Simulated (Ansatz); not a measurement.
The reference is CaF$_{2}$ in the fluorite structure (space group Fm-3m, No. 225; a = 5.420 Å). Axes: x, y, z lie along the cube axes.

The values are results of DFT with PBEsol, PAW potentials and a 420 eV plane-wave cutoff in Ansatz (a program for electronic structure), no SOC, earlier PAW set, not measurements.

A first run, uniaxial strain ε_yy = −1.31 %, gives secant values C11 ≈ 170 GPa and C12 ≈ 49 GPa from its stress. A second run applies isotropic strain −0.92 %.

What does linear elasticity predict for the bulk modulus −ΔP/(ΔV/V₀) in the second run, and what does the run give?

Linear elasticity: (C11 + 2 C12)/3 = 89 GPa. The run gives 93 GPa; any difference comes from nonlinear terms at these strains and numerical noise.

Stability against distortions was not tested.
